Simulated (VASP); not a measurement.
## CrCuO2 under changes of volume

One of the cells (11.129 Å³/atom); the others are scaled copies at fixed shape and fractional positions:

```xyz
4
Lattice="1.4965 0.8640 5.7377 -1.4965 0.8640 5.7377 0.0000 -1.7281 5.7377" Properties=species:S:1:pos:R:3 pbc="T T T"
Cu    0.0000    0.0000    0.0000
Cr    0.0000    0.0000    8.6066
O     0.0000    0.0000   15.3556
O     0.0000    0.0000    1.8577
```

* Program: VASP 6.6.1
* Functional: PBEsol
* Potentials or basis: VASP PAW PBE potentials, release 64 (Cu, Cr_pv, O)
* Cutoff: 520 eV
* k mesh: 10 × 10 × 10
* Occupations: fermi-dirac, width 0.05 eV
* Spin: collinear spin, ferromagnetic start
* Starting moments: [0.6, 3.0, 0.0, 0.0] μB

```tsv
volume (Å³/atom)	energy over the lowest point (meV/atom)	pressure (GPa)	gap on the mesh (eV)	largest force (eV/Å)
10.256	14.73	9.9	0.76	0.107
10.474	4.30	5.1	0.84	0.037
10.692	0.00	0.8	0.92	0.027
11.129	7.26	-6.4	0.94	0.142
11.347	?	?	?	?
11.565	32.08	-12.1	0.89	0.241
```

Problem. What does the run at 11.347 Å³/atom give?

Solution. Energy over the lowest point 17.73 meV/atom; pressure -9.4 GPa; gap on the mesh 0.92 eV; largest force 0.193 eV/Å.

Worked out: A Birch-Murnaghan fit of order 3 (a polynomial in V^(-2/3)) to the other rows has its minimum at 10.75 Å³/atom with B0 = V·E''(V) = 192 GPa and B' = 4.5 at fixed shape and positions, which overstates the stiffness. It gives 17.71 meV/atom at 11.347 Å³/atom, against the run's 17.73, and -dE/dV = -9.2 GPa, against -9.4. A parabola through the other rows of the gap, of slope -1.55 eV per unit of ln V there, gives 0.93 eV, against the run's 0.92.

Energies are extrapolated to zero smearing.

Caveats: the PAW data sets were made with another functional, which shifts forces and pressure a little; only a ferromagnetic start was run, and an antiferromagnetic order may lie lower in energy.

A mesh can miss the band edges.
